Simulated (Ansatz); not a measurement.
# An O vacancy in rocksalt CaO, 63 atoms, charge 0

How high is the barrier for this jump? The start is relaxed, a band joins it to the far end, and PBEsol and HSE06 are the levels used.

Method: density functional theory in Ansatz 0.2.0, PAW datasets, plane waves.

**1. Starting point**

63 atoms (31 O, 32 Ca); a = 9.535 Å, b = 9.535 Å, c = 9.535 Å, α = 90.00°, β = 90.00°, γ = 90.00°. All atoms were shaken off their sites by about 0.02 Å along each axis; atoms next to an added one may be pushed further to make room. Defect site 1: (0.250, 0.500, 0.500).

The runs, in order: (2) PBEsol relaxation at the single k point (¼, ¼, ¼), on 1 × NVIDIA GB200 with 8 threads of Arm Neoverse-V2; (3) HSE06 single point at the single k point (¼, ¼, ¼), on 1 × NVIDIA GB200 with 8 threads of Arm Neoverse-V2; (4) PBEsol band at the single k point (¼, ¼, ¼), on 1 × NVIDIA GB200 with 8 threads of Arm Neoverse-V2; (5) HSE06 single point at the single k point (¼, ¼, ¼), on 1 × NVIDIA GB200 with 8 threads of Arm Neoverse-V2.

**2. Relaxing the atoms with PBEsol**

in.yaml

```yaml
crystal:
  lattice:
    - [9.535200, 0.000000, 0.000000]
    - [0.000000, 9.535200, 0.000000]
    - [0.000000, 0.000000, 9.535200]
  atoms:
    - { symbol: O, position: [0.251684, 0.998011, 0.999874] }
    - { symbol: O, position: [0.249937, 0.001173, 0.494478] }
    - { symbol: O, position: [0.251413, 0.504144, 0.000426] }
    - { symbol: O, position: [0.751437, 0.003858, 0.997215] }
    - { symbol: O, position: [0.753893, 0.000324, 0.498982] }
    - { symbol: O, position: [0.750632, 0.501326, 0.997350] }
    - { symbol: O, position: [0.751419, 0.499503, 0.502337] }
    - { symbol: O, position: [0.998258, 0.248719, 0.002906] }
    - { symbol: O, position: [0.999663, 0.249107, 0.503815] }
    - { symbol: O, position: [0.999487, 0.750521, 0.997043] }
    - { symbol: O, position: [0.999672, 0.747990, 0.498273] }
    - { symbol: O, position: [0.498525, 0.248305, 0.999136] }
    - { symbol: O, position: [0.498153, 0.247691, 0.501616] }
    - { symbol: O, position: [0.502266, 0.751040, 0.998236] }
    - { symbol: O, position: [0.499929, 0.751759, 0.499844] }
    - { symbol: O, position: [0.001671, 0.001524, 0.250172] }
    - { symbol: O, position: [0.003816, 0.999569, 0.751764] }
    - { symbol: O, position: [0.002446, 0.497257, 0.249197] }
    - { symbol: O, position: [0.997258, 0.496866, 0.752220] }
    - { symbol: O, position: [0.504029, 0.997170, 0.249241] }
    - { symbol: O, position: [0.502917, 0.001514, 0.749963] }
    - { symbol: O, position: [0.500806, 0.500772, 0.247192] }
    - { symbol: O, position: [0.499608, 0.500371, 0.747231] }
    - { symbol: O, position: [0.250850, 0.249552, 0.248085] }
    - { symbol: O, position: [0.250598, 0.248450, 0.750266] }
    - { symbol: O, position: [0.249554, 0.748330, 0.251203] }
    - { symbol: O, position: [0.248388, 0.748433, 0.755560] }
    - { symbol: O, position: [0.747551, 0.252516, 0.247346] }
    - { symbol: O, position: [0.747281, 0.251864, 0.749924] }
    - { symbol: O, position: [0.750381, 0.751826, 0.246944] }
    - { symbol: O, position: [0.750947, 0.752850, 0.748068] }
    - { symbol: Ca, position: [0.000826, 0.998697, 0.999722] }
    - { symbol: Ca, position: [0.001549, 0.999475, 0.497056] }
    - { symbol: Ca, position: [0.999469, 0.494918, 0.995985] }
    - { symbol: Ca, position: [0.000954, 0.501888, 0.504208] }
    - { symbol: Ca, position: [0.497272, 0.997418, 0.003588] }
    - { symbol: Ca, position: [0.498994, 0.995858, 0.500144] }
    - { symbol: Ca, position: [0.500775, 0.498181, 0.002401] }
    - { symbol: Ca, position: [0.499469, 0.498276, 0.499365] }
    - { symbol: Ca, position: [0.249496, 0.250763, 0.999706] }
    - { symbol: Ca, position: [0.247814, 0.251329, 0.496431] }
    - { symbol: Ca, position: [0.247458, 0.753178, 0.003132] }
    - { symbol: Ca, position: [0.251821, 0.750462, 0.498417] }
    - { symbol: Ca, position: [0.746840, 0.250448, 0.004354] }
    - { symbol: Ca, position: [0.749575, 0.250172, 0.498208] }
    - { symbol: Ca, position: [0.750764, 0.748727, 0.996738] }
    - { symbol: Ca, position: [0.747889, 0.750777, 0.501341] }
    - { symbol: Ca, position: [0.251209, 0.999556, 0.248076] }
    - { symbol: Ca, position: [0.250872, 0.999558, 0.750362] }
    - { symbol: Ca, position: [0.251574, 0.501325, 0.251972] }
    - { symbol: Ca, position: [0.253576, 0.500019, 0.747193] }
    - { symbol: Ca, position: [0.749178, 0.003139, 0.250526] }
    - { symbol: Ca, position: [0.752836, 0.997130, 0.754246] }
    - { symbol: Ca, position: [0.748664, 0.502470, 0.251957] }
    - { symbol: Ca, position: [0.746194, 0.501405, 0.751489] }
    - { symbol: Ca, position: [0.997753, 0.249994, 0.248379] }
    - { symbol: Ca, position: [0.995251, 0.250783, 0.749970] }
    - { symbol: Ca, position: [0.997754, 0.748505, 0.250768] }
    - { symbol: Ca, position: [0.999086, 0.747731, 0.750481] }
    - { symbol: Ca, position: [0.497398, 0.249832, 0.250676] }
    - { symbol: Ca, position: [0.501280, 0.250111, 0.750658] }
    - { symbol: Ca, position: [0.499247, 0.748087, 0.252012] }
    - { symbol: Ca, position: [0.499131, 0.746444, 0.748768] }
  symmetry: { detect: false }
kpoints:
  mp_grid: { grid: [1, 1, 1], shift: [0.25, 0.25, 0.25] }
hamiltonian:
  xc: pbesol
scf:
  occupations: { method: fermi_dirac, width: 0.01 }
relax:
  f_tol: 0.03
  max_steps: 80
  escape_saddle: false
  adjacent_minimum: "off"
output:
  forces: true
  eigenvalues: true
  populations: true
```

The run is started by

```console
$ ansatz run in.yaml --threads 8 --pin off --max-ram 118750MiB --runs-dir r --events-out ev --progress --plain --backend cuda --devices 0, --max-vram 170GiB
```

Further steps of the session: HSE06 on the final geometry; The band; HSE06 single point.

Before running it: what results should come out? Wanted: for each run, top filled to lowest empty.

As calculated:

```
                   level         time  top filled to lowest empty (eV)
      PBEsol, relaxation  2.6 s (GPU)                             0.99
                   HSE06   12 s (GPU)                             2.11
HSE06, at the band's top   13 s (GPU)                             1.03
```

| quantity | value |
| --- | --- |
| relaxation | 2 recorded steps, 0.42 eV gained |
| largest shift | 0.08 Å (Ca51) |
| barrier forwards, backwards | 3.32, 3.32 eV |
| jump | O by 3.40 Å |
| band iterations | 18 |
| top less start by HSE06 | 3.98 eV |

The relaxation lowers the energy by 0.42 eV; the largest shift is 0.08 Å (Ca51). Part of this undoes the random shake of the start. The PBEsol barrier is 3.32 eV forwards and 3.32 eV back, about 129 times kT at 300 K. The cell's size and k points aren't converged for it. The top is a first-order saddle. On the same two geometries HSE06 gives 3.98 eV. At the same k points, PBEsol gives a spacing 1.12 eV smaller than the 2.11 eV of HSE06. In a defect cell this spacing can involve defect levels, so it need not be the gap.
